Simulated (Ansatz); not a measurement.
The system is MnO2.

```
CELL_PARAMETERS angstrom
4.40042 0.00000 0.00000
0.00000 4.40042 0.00000
0.00000 0.00000 2.86708
ATOMIC_POSITIONS crystal
Mn 0.50000 0.50000 0.50000
Mn 0.00000 0.00000 0.00000
O 0.80492 0.19508 0.50000
O 0.69508 0.69508 0.00000
O 0.19508 0.80492 0.50000
O 0.30492 0.30492 0.00000
```

The cell is a database's computed one.

| Item | Value |
| --- | --- |
| Program | Ansatz 0.2.0 |
| Task | relaxation of cell and atoms |
| Functional | PBEsol |
| Potentials or basis | Ansatz PAW |
| Cutoff | 420 eV (not typed: the program's choice for these potentials) |
| k mesh | 6 × 6 × 9 |
| Occupations | fermi-dirac, width 0.05 eV |
| Spin | collinear spin, ferromagnetic start |
| Starting moments | [4.0, 4.0, 0.0, 0.0, 0.0, 0.0] μB |
| Hubbard terms | Mn d U = 5 eV |

At the start: volume 9.25 Å³/atom.

Question: Where does the relaxation end?

Answer: It ends after 8 steps and the volume is 9.53 Å³/atom (+2.9 %); space group P4_2/mnm (No. 136, to 0.05 Å); moment 6.04 μB per cell.

Step by step:
| step | energy change (eV) | largest force (eV/Å) | volume (Å³) |
| --- | --- | --- | --- |
| 1 | 0.0000 | 0.0351 | 55.52 |
| 2 | -0.0212 | 0.0864 | 56.08 |
| 3 | -0.0285 | 0.0126 | 56.97 |
| 4 | -0.0283 | 0.0017 | 57.04 |
| 5 | -0.0393 | 0.0017 | 57.04 |
| 6 | -0.0388 | 0.0002 | 57.15 |
| 7 | -0.0396 | 0.0001 | 57.15 |
| 8 | -0.0396 | 0.0001 | 57.15 |

Final structure:
```cif
data_structure
_symmetry_space_group_name_H-M 'P 1'
_symmetry_Int_Tables_number 1
_cell_length_a 4.4116
_cell_length_b 4.4116
_cell_length_c 2.9365
_cell_angle_alpha 90.000
_cell_angle_beta 90.000
_cell_angle_gamma 90.000
_cell_volume 57.15
loop_
_atom_site_label
_atom_site_type_symbol
_atom_site_fract_x
_atom_site_fract_y
_atom_site_fract_z
_atom_site_occupancy
Mn1 Mn 0.50000 0.50000 0.50000 1
Mn2 Mn 0.00000 0.00000 0.00000 1
O1 O 0.80586 0.19414 0.50000 1
O2 O 0.69414 0.69414 0.00000 1
O3 O 0.19414 0.80586 0.50000 1
O4 O 0.30586 0.30586 0.00000 1
```

Caveat: the magnetic or orbital state may not be the lowest; the plane-wave basis is chosen anew once the cell has moved, so the energies of steps on either side of that aren't comparable; the pressure holds a Pulay correction of +0.9 GPa for the finite cutoff; only a ferromagnetic start was run, and an antiferromagnetic order may lie lower in energy; the PAW data sets come from PBE, with cores solved anew for the run's functional, which leaves a small shift of forces and pressure.
